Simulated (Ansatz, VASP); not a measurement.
**Cross-check of Sb between VASP and Ansatz**

Aim: how closely do two programs agree when they are given the same cell, functional and k mesh? The cell is taken from a series of runs on this material, whose earlier steps may have relaxed, scaled, displaced or heated it; both programs get it as it stands.

Method: plane waves, with VASP 6.6.1 beside it; single point at HSE06, in Ansatz 0.2.0.

**1. Starting point**

The cell holds 2 atoms: 2 Sb. Cell: a = 4.128 Å, b = 4.128 Å, c = 26.500 Å, α = 90.0°, β = 90.0°, γ = 120.0°. Vacuum lies along c.

**2. VASP: single point, HSE06**

A single point gives forces, pressure and levels at one fixed geometry, so differences don't come from the geometry; what else differs is listed under the comparison.

Lines of VASP's logs that name or quote its potential files are left out, and so is its time.

The run reads the wave functions of an earlier VASP run, which isn't shown here.

File INCAR:

```
SYSTEM = Sb
PREC = Accurate
ENCUT = 400
EDIFF = 1E-06
NELM = 100
ISMEAR = 0
SIGMA = 0.01
LREAL = .FALSE.
ALGO = Normal
LHFCALC = .TRUE.
AEXX = 0.25
GGA = PE
HFSCREEN = 0.208
LASPH = .TRUE.
NBANDS = 11
PRECFOCK = Fast
LORBIT = 11
LWAVE = .FALSE.
LCHARG = .FALSE.
KPAR = 4
NCORE = 2
ISIF = 2
LDIPOL = .TRUE.
IDIPOL = 3
DIPOL = 0.5 0.5 0.5
LVHAR = .TRUE.
```

File POSCAR:

```
Sb
1.0
    4.1283865035      0.0000000000      0.0000000000
   -2.0641932518      3.5752875887      0.0000000000
    0.0000000000      0.0000000000     26.5000000000
Sb
2
Direct
    0.3333333333      0.6666666667      0.4692633505
    0.6666666667      0.3333333333      0.5307366495
```

File KPOINTS:

```
Automatic mesh
0
Gamma
6 6 1
0 0 0
```

PAW data sets: Sb (PBE family, release 64).

Run with:

```console
$ mpirun -np 8 vasp_std
```

Numbers of over 12 decimals in the logs are rounded to 6 here.

The program printed:

```text
[banner, memory and clock lines left out]
running    8 mpi-ranks, on    1 nodes
 distrk:  each k-point on    2 cores,    4 groups
 distr:  one band on    2 cores,    1 groups

 POSCAR found type information on POSCAR Sb
 POSCAR found :  1 types and       2 ions
 LDA part: xc-table for (Slater+PW92), standard interpolation
 found WAVECAR, reading the header
 POSCAR, INCAR and KPOINTS ok, starting setup
 FFT: planning ... GRIDC
 FFT: planning ... GRID_SOFT
 FFT: planning ... GRID
 reading WAVECAR
 the WAVECAR file was read successfully
 initial charge from wavefunction
 entering main loop
       N       E                     dE             d eps       ncg     rms          rms(c)
DAV:   1    -0.998306726736E+01   -0.99831E+01   -0.32118E+00   163   0.110E+01    0.210E+01
DAV:   2    -0.999706414181E+01   -0.13997E-01   -0.54292E-02   199   0.206E+00    0.136E+01
DAV:   3    -0.999561387759E+01    0.14503E-02   -0.23539E-03   201   0.299E-01    0.832E+00
DAV:   4    -0.999504587549E+01    0.56800E-03   -0.56115E-04   172   0.124E-01    0.499E+00
DAV:   5    -0.999488394344E+01    0.16193E-03   -0.18072E-04   180   0.692E-02    0.297E+00
DAV:   6    -0.999484572775E+01    0.38216E-04   -0.53286E-05   171   0.377E-02    0.177E+00
DAV:   7    -0.999484524850E+01    0.47925E-06   -0.15713E-05   172   0.214E-02    0.105E+00
DAV:   8    -0.999485183033E+01   -0.65818E-05   -0.48372E-06   199   0.125E-02    0.622E-01
DAV:   9    -0.999485785040E+01   -0.60201E-05   -0.15587E-06   191   0.729E-03    0.369E-01
DAV:  10    -0.999486274538E+01   -0.48950E-05   -0.49780E-07   156   0.446E-03    0.220E-01
DAV:  11    -0.999486618503E+01   -0.34396E-05   -0.22995E-07   180   0.318E-03    0.130E-01
DAV:  12    -0.999486847214E+01   -0.22871E-05   -0.78104E-08   143   0.195E-03    0.776E-02
DAV:  13    -0.999486997380E+01   -0.15017E-05   -0.44980E-08   153   0.155E-03    0.461E-02
DAV:  14    -0.999487100123E+01   -0.10274E-05   -0.22491E-08   140   0.116E-03    0.274E-02
DAV:  15    -0.999487171274E+01   -0.71151E-06   -0.13866E-08   132   0.912E-04
   1 F= -.99948717E+01 E0= -.99948717E+01  d E =-.106393E-19
```

OUTCAR, selected parts (step 2):

```text
ion  position               nearest neighbor table
   1  0.333  0.667  0.469-   2 2.89   2 2.89   2 2.89
   2  0.667  0.333  0.531-   1 2.89   1 2.89   1 2.89

  LATTYP: Found a hexagonal cell.
 ALAT       =     4.1283865035
 C/A-ratio  =     6.4189726368

 Subroutine GETGRP returns: Found 12 space group operations
 (whereof 12 operations were pure point group operations)

The static configuration has the point symmetry D_3d.

 Found      7 irreducible k-points:

   k-points           NKPTS =      7   k-points in BZ     NKDIM =     36   number of bands    NBANDS=     11

   dimension x,y,z NGX =    28 NGY =   28 NGZ =  180
   dimension x,y,z NGXF=    56 NGYF=   56 NGZF=  360

   ENCUT  =  400.0 eV  29.40 Ry    5.42 a.u.   6.73  6.73 43.21*2*pi/ulx,y,z

   NELECT =      10.0000    total number of electrons

 k-points in reciprocal lattice and weights: Automatic mesh
   0.00000000  0.00000000  0.00000000       0.028
   0.16666667  0.00000000  0.00000000       0.167
   0.33333333  0.00000000  0.00000000       0.167
   0.50000000 -0.00000000  0.00000000       0.083
   0.16666667  0.16666667  0.00000000       0.167
   0.33333333  0.16666667  0.00000000       0.333
   0.33333333  0.33333333  0.00000000       0.056

  exchange ACFDT corr.  =         0.00000000  see jH, gK, PRB 81, 115126

 dipolmoment           0.000000      0.000000      0.000000 electrons x Angstroem

 average (electrostatic) potential at core
       1 -91.5873       2 -91.5873

 E-fermi :  -3.4991

 k-point     1 :       0.0000    0.0000    0.0000
  band No.  band energies     occupation
      1     -15.8814      2.00000
      2     -10.3038      2.00000
      3      -4.0689      2.00000
      4      -3.5607      2.00000
      5      -3.5607      2.00000
      6      -1.3594      0.00000
      7      -0.0985      0.00000
      8      -0.0985      0.00000
      9       1.3556      0.00000
     10       1.5825      0.00000
    ...

 k-point     2 :       0.1667    0.0000    0.0000
  band No.  band energies     occupation
      1     -15.5590      2.00000
      2     -10.3272      2.00000
      3      -5.4496      2.00000
      4      -4.1434      2.00000
      5      -3.9888      2.00000
      6      -1.1633      0.00000
      7       0.4387      0.00000
      8       0.4476      0.00000
      9       1.7067      0.00000
     10       1.9253      0.00000
    ...

 k-point     3 :       0.3333    0.0000    0.0000
  band No.  band energies     occupation
      1     -14.6482      2.00000
      2     -10.9796      2.00000
      3      -6.7744      2.00000
      4      -4.9397      2.00000
      5      -4.3603      2.00000
      6      -1.6861      0.00000
      7       0.2423      0.00000
      8       0.7924      0.00000
      9       2.4780      0.00000
     10       2.5998      0.00000
    ...

  Total       -0.9553855     -0.9553855     -0.7807490      0.0000000     -0.0000000      0.0000000
  in kB       -3.9133802     -3.9133802     -3.1980469      0.0000000     -0.0000000      0.0000000
  external PRESSURE =      -3.6749358 kB  Pullay stress =       0.0000000 kB

  energy-cutoff  :      400.00
  volume of cell :      391.14
      direct lattice vectors                 reciprocal lattice vectors
     4.128386503  0.000000000  0.000000000     0.242225383  0.139848890  0.000000000
    -2.064193252  3.575287589  0.000000000     0.000000000  0.279697780  0.000000000
     0.000000000  0.000000000 26.500000000     0.000000000  0.000000000  0.037735849

 POSITION                                       TOTAL-FORCE (eV/Angst)
 -----------------------------------------------------------------------------------
     -0.00000      2.38353     12.43548        -0.000000      0.000000      0.478360
      2.06419      1.19176     14.06452         0.000000      0.000000     -0.478360
 -----------------------------------------------------------------------------------
    total drift:                                0.000000     -0.000000      0.000000

  FREE ENERGIE OF THE ION-ELECTRON SYSTEM (eV)
  ---------------------------------------------------
  free  energy   TOTEN  =        -9.9948717127 eV

  energy  without entropy=       -9.9948717127  energy(sigma->0) =       -9.99487171

 vacuum level on the upper side and lower side of the slab         1.766         1.766

 total charge
# of ion       s       p       d       tot
------------------------------------------
    1        1.233   1.313   0.029   2.575
    2        1.233   1.313   0.029   2.575
--------------------------------------------------
tot          2.465   2.626   0.058   5.149

[... 3 further parts left out ...]
```

**3. Ansatz: single point, HSE06**

Ansatz runs on its PAW soft_1 files.

The same cell, functional and mesh now go to Ansatz, which takes its cutoff from its data sets.

File input.yaml:

```yaml
crystal:
  lattice:
    - [4.1283865035, 0.0, 0.0]
    - [-2.0641932518, 3.5752875887, 0.0]
    - [0.0, 0.0, 26.5]
  atoms:
    - { symbol: Sb, position: [0.3333333333, 0.6666666667, 0.4692633505] }
    - { symbol: Sb, position: [0.6666666667, 0.3333333333, 0.5307366495] }
  periodic: [true, true, false]
kpoints:
  mp_grid: { grid: [6, 6, 1] }
  band_path:
    path:
      - [0.0, 0.0, 0.0]
      - [0.5, 0.0, 0.0]
      - [0.3333333333, 0.3333333333, 0.0]
      - [0.3, 0.0, 0.0]
    npoints: 1
hamiltonian:
  xc: hse06
  pseudopotentials: { kind: paw, azcp: { folder: soft_1 } }
scf:
  occupations: { method: fixed }
  n_extra_bands: 4
output:
  eigenvalues: true
```

Run with:

```console
$ ansatz run input.yaml --threads 4 --pin off --max-ram 17510MiB --backend cpu --events-out ev --progress --plain --runs-dir out
```

The program printed:

```text
scf.n_extra_bands = 4 over 15 filled bands (N_el = 30.0): the run solves 19 bands
Engine: ansatz 0.2.0, aarch64-unknown-linux-gnu
Pseudopotentials: kind: paw
Pseudopotential: Sb, paw, valence charge 15, recommended cutoff 420 eV (normal), soft_1/Sb.paw.azcp
Functional definition: HSE06
  parameter a = 0.25
  parameter omega = 0.11/bohr
  exchange = pbe_x - a*pbe_x_sr(omega) + a*exact_x_sr(omega)
  correlation = pbe_c
davidson cushion auto → on  (no smearing: the cushion is to keep the highest requested band from converging to the state above it; pin scf.eigensolver.cushion to override)
Crystal: 2 atoms, lattice volume = 391.144 Å³
Basis set: ecut = 420 eV, 7565 PW (Γ)
Bands: 19, of which v1, the nominal top of the filled ones, is band 15 counted from 1 (14 counted from 0)
Symmetry: 12 space group operations
Space group: P-3m1 (ITA 164), of the structure as read, at distance tolerance 7.3e-5 Å
k-points: 7 of 36
Non-local potential: Sb, projectors of the file, l = 0: 2, l = 1: 2, l = 2: 2, l = 3: 1
PAW form: soft (Blöchl's): semilocal exchange-correlation on the pseudo side does not see the compensation charge
PAW frozen core: Sb, regenerated for the run's functional, and the local potential with it (the file was generated under x = pbe(κ = 0.804, μ = 0.219515), c = pbe(β = 0.066725))
PAW one-centre angular grid: Sb, 590 points (default); XC on 64 Gauss nodes
Initial density: superposition of atomic densities (neutral atoms: chi_scale 0, normalization atom)
Initial wavefunctions: pseudopotential atomic-orbital guess
Functional: x = pbe(κ = 0.804, μ = 0.219515), c = pbe(β = 0.066725), warm-up for x = pbe(κ = 0.804, μ = 0.219515) + 0.25 (exact − pbe) at short range (hse, ω = 0.207870 Å⁻¹), c = pbe(β = 0.066725); HSE06 as pw.x's `hse` composes it (authors' and Libxc's form: `xc: wpbeh`)
iter 1 solved again at ethr=7.08e-4 eV; its pass at ethr=1.00e-1 eV (dr2=2.12e-1 eV) is discarded
SCF iter   1: F=—  HF=-12969.003272 eV  |F-HF|=—  |Δ(HF+E_count)|=         —  Δρ=7.76e-3  dr2=2.40e-1  ethr=7.08e-4  ⟨swp⟩=9.1  Hψ=860  notcnv=0
preconditioner: auto → none  [insulator: Δε(μ)=1.417 eV  Ē_g=7.969 eV  n_scr=32 (ndim 8)  ℏωp=5.9 eV  f_vac=0.763]
SCF iter   2: F=—  HF=-12968.975211 eV  |F-HF|=—  |Δ(HF+E_count)|=   2.81e-2  Δρ=3.79e-3  dr2=4.38e-2  ethr=7.08e-4  ⟨swp⟩=3.6  Hψ=318  notcnv=0  defer=2
iter 3 solved again at ethr=5.96e-6 eV; its pass at ethr=1.46e-4 eV (dr2=1.79e-3 eV) is discarded
SCF iter   3: F=—  HF=-12968.976503 eV  |F-HF|=—  |Δ(HF+E_count)|=   1.29e-3  Δρ=8.08e-4  dr2=2.13e-3  ethr=5.96e-6  ⟨swp⟩=5.0  Hψ=791  notcnv=0  defer=2
eigensolver tolerance schedule calibrated: the retry pair's looser diagonalisation under-reported the residual by θ = 0.16 (0.11/decade); ethr = c·dr2/N_el runs at the constant in force after the calibration composes with the one it found (an armed cap, an earlier calibration), c = 7.7e-2
SCF iter   4: F=—  HF=-12968.976082 eV  |F-HF|=—  |Δ(HF+E_count)|=   4.21e-4  Δρ=2.29e-4  dr2=1.81e-4  ethr=5.45e-6  ⟨swp⟩=4.1  Hψ=467  notcnv=0  defer=1
SCF iter   5: F=-12968.976071 eV  HF=-12968.976068 eV  |F-HF|=2.26e-6  |Δ(HF+E_count)|=   1.33e-5  Δρ=5.19e-5  dr2=4.65e-6  ethr=4.64e-7  ⟨swp⟩=4.1  Hψ=375  notcnv=0  defer=1
SCF 1 stopped early in 5 iterations: F = -12968.976071 eV  dr2 = 4.65e-6
  greatest PAW one-centre occupation: 0.995 electrons in one spin orbital (limit 2), on the Sb atom at site 1 (counted from 0), in its partial waves of l = 2
Initial density: handed on by an earlier stage of this run
Initial wavefunctions: those handed on with the density
Functional: x = pbe(κ = 0.804, μ = 0.219515) + 0.25 (exact − pbe) at short range (hse, ω = 0.207870 Å⁻¹), c = pbe(β = 0.066725); HSE06 as pw.x's `hse` composes it (authors' and Libxc's form: `xc: wpbeh`)
Exchange kernel: α = 0.2500, screened, ω = 0.2079 Å⁻¹, Wigner–Seitz truncation, v(0) = 1046.8272 eV·Å³, q-mesh 6×6×1, nearest image of the exchange supercell L = 24.77 Å, pair-density grid 18×18×108, without the augmentation charges, whose exchange is taken in its separable form by FFT convolution over the k-point mesh (sized by the pseudopotential files, 24×24×180 at the most), smooth part of the exact exchange by density-matrix convolution
Frozen-core exchange: fock
SCF iter   1: F=—  HF=-12977.472068 eV  |F-HF|=—  |Δ(HF+E_count)|=         —  Δρ=1.60e-3  dr2=5.79e-3  ethr=1.55e-7  ⟨swp⟩=14.6  Hψ=832  notcnv=0
preconditioner: auto → none  [insulator: Δε(μ)=1.783 eV  Ē_g=8.858 eV  n_scr=32 (ndim 8)  ℏωp=5.9 eV  f_vac=0.772]
SCF iter   2: F=—  HF=-12977.470650 eV  |F-HF|=—  |Δ(HF+E_count)|=   1.42e-3  Δρ=4.28e-4  dr2=9.39e-4  ethr=1.55e-7  ⟨swp⟩=6.6  Hψ=617  notcnv=0  defer=2
SCF iter   3: F=—  HF=-12977.476061 eV  |F-HF|=—  |Δ(HF+E_count)|=   5.41e-3  Δρ=2.53e-4  dr2=1.71e-4  ethr=1.55e-7  ⟨swp⟩=6.1  Hψ=610  notcnv=0  defer=3
SCF iter   4: F=—  HF=-12977.476023 eV  |F-HF|=—  |Δ(HF+E_count)|=   3.81e-5  Δρ=2.82e-5  dr2=1.40e-5  ethr=1.55e-7  ⟨swp⟩=4.0  Hψ=381  notcnv=0
SCF iter   5: F=-12977.476114 eV  HF=-12977.476115 eV  |F-HF|=9.06e-7  |Δ(HF+E_count)|=   9.19e-5  Δρ=2.91e-5  dr2=2.68e-6  ethr=4.42e-9  ⟨swp⟩=6.1  Hψ=607  notcnv=0  defer=5
SCF 2 stopped early in 5 iterations: F = -12977.476114 eV  dr2 = 2.68e-6
  greatest PAW one-centre occupation: 0.996 electrons in one spin orbital (limit 2), on the Sb atom at site 1 (counted from 0), in its partial waves of l = 2
hybrid outer 1: dexx = +6.284e-3 eV, tail = 3.38e-5 eV
Exchange kernel: α = 0.2500, screened, ω = 0.2079 Å⁻¹, Wigner–Seitz truncation, v(0) = 1046.8272 eV·Å³, q-mesh 6×6×1, nearest image of the exchange supercell L = 24.77 Å, pair-density grid 18×18×108, without the augmentation charges, whose exchange is taken in its separable form by FFT convolution over the k-point mesh (sized by the pseudopotential files, 24×24×180 at the most), smooth part of the exact exchange by density-matrix convolution
Frozen-core exchange: fock
SCF iter   1: F=—  HF=-12977.476041 eV  |F-HF|=—  |Δ(HF+E_count)|=         —  Δρ=1.07e-5  dr2=4.68e-7  ethr=5.63e-7  ⟨swp⟩=3.0  Hψ=303  notcnv=0
preconditioner: auto → none  [insulator: Δε(μ)=1.823 eV  Ē_g=8.879 eV  n_scr=32 (ndim 8)  ℏωp=5.9 eV  f_vac=0.772]
SCF iter   2: F=—  HF=-12977.476042 eV  |F-HF|=—  |Δ(HF+E_count)|=   7.02e-7  Δρ=6.95e-6  dr2=1.71e-7  ethr=1.43e-9  ⟨swp⟩=5.3  Hψ=517  notcnv=0  defer=2
SCF iter   3: F=-12977.476042 eV  HF=-12977.476042 eV  |F-HF|=2.06e-8  |Δ(HF+E_count)|=   1.63e-9  Δρ=2.42e-6  dr2=8.35e-8  ethr=4.39e-10  ⟨swp⟩=4.1  Hψ=378  notcnv=0
SCF 3 converged in 3 iterations: F = -12977.476042 eV  dr2 = 8.35e-8
hybrid outer 2: dexx = +3.325e-7 eV, tail = 1.81e-7 eV, Δε = 1.83e-3 eV (about 2.32e-4 eV left of the loop's levels)
NSCF: frozen V_eff on 4 k-points
hybrid SCF converged: 2 outer / 8 inner (+5 warm-up), last move |dexx| = 3.32e-7 eV, tail = 1.81e-7 eV
Stability not checked: this state was not tested for a lower state beside it, because the functional holds exact exchange (a hybrid, or Hartree-Fock), whose exchange loop this test does not read (fock_operator; see scf.lower_state_search)
Free energy (F): -12977.476042 eV
Frozen-core exchange: fock
Harris-Foulkes:  -12977.476042 eV  (|F-HF|=2.06e-8)
Internal energy: -12977.476042 eV  (E = F + TS)
E sigma→0 (E₀):  -12977.476042 eV
Fermi energy:    -5.232273 eV
--- Per-component energies (eV) ---
  E_band       = -819.144434
  E_kinetic    = 322.407391
  E_local      = -33805.952717  (includes V_loc(G=0)·N_el)
  E_nonlocal   = 776.136624
  E_hartree    = 16421.448726
  E_xc         = -158.640401
  E_vxc        = -144.376506  (∫ρ·V_xc dr)
  E_exx        = -80.915154  (= α·E_x^exact, valence–valence)
  E_paw        = -9053.021022  (= ΣΔE_a)
  E_vpaw       = -648.444095  (= ΣTr[D̂ρ^β])
  E_aug_tail   = 0.000282  (compensation charges beyond the density's cutoff)
  E_ewald      = 12601.009594
  E_core_change = 0.050635  (= ΣΔE_core)
  E_smearing   = -0.000000  (= −TS)
  E_closure    = 0.000000  (closes the sum)
  Σ components = -12977.476042   (vs F -12977.476042, Δ=-1.82e-12)
--- Band table (eV; the first three rows and the last of 7) ---
  k-point 0: bands = [... 11 lower, -12.0484, -5.8076, -5.2323, -5.2323, -3.0278, -1.8089, -1.8089, -0.4293]
  k-point 1: bands = [... 11 lower, -12.0641, -7.1294, -5.8177, -5.7245, -2.8754, -1.2754, -1.2547, -0.0722]
  k-point 2: bands = [... 11 lower, -12.6899, -8.4832, -6.6151, -6.0882, -3.4089, -1.4893, -0.9333, 0.6962]
  k-point 6: bands = [... 11 lower, -14.4680, -9.0373, -7.1606, -7.1606, -3.1564, -0.9072, -0.9072, 2.0302]
  the weakly bound empty levels are not read free of the cell's end (exact_exchange)
```

Reading the cycles: dr2 is the Hartree energy of the density residual (eV), the measure of convergence; HF is the Harris–Foulkes estimate of the energy, which meets the free energy F at convergence.

**4. Comparison**

Known differences besides the potentials themselves: exact exchange at q = 0 is treated differently, which shows on coarse meshes; VASP keeps PBE cores, Ansatz makes them for the functional; fixed occupations in Ansatz, narrow Gaussian smearing in VASP; Ansatz cuts the interaction across the vacuum, VASP repeats the sheet with a dipole correction; the data sets hold 30 valence electrons in Ansatz (on its PAW soft_1 files) and 10 in VASP; the cutoff is 420 eV in Ansatz and 400 eV in VASP; VASP takes a coarser grid for exact exchange (PRECFOCK = Fast). Total energies have different zeros and are not compared.

Both answers:

| quantity | Ansatz | VASP | difference |
| --- | --- | --- | --- |
| gap on the k mesh (eV) | 1.823 | 1.875 | -0.051 |

A gap on the mesh is an upper bound, since the band edges may lie between its points. With vacuum in the cell, a pressure given here is an average over mostly empty space and none of the material.

**5. Results**

```json
{
  "difference in gap on the k mesh (single point, HSE06)": "-0.051 eV"
}
```

What this shows: The difference in gap on the k mesh is -0.051 eV (single point, HSE06), within the 0.08 eV picked in this series as the mark of a large difference. The data sets hold unlike numbers of valence electrons (30 in Ansatz and 10 in VASP), so part of the differences comes from the potentials. How closely two codes agree says nothing of how well the functional describes the real material.

[Lines on the potential files, build, host, timing and source positions are cut from VASP's logs without a mark.]

[Logs are printed without paths, hosts, clocks, repeated set-up lines and the standing remarks that a program may print on its own settings, such as how far it seeks lower states.]

[Hosts, paths, dates, database ids (printed as entryN), source tags and the programs' standing remarks are cut or masked in the printed files.]
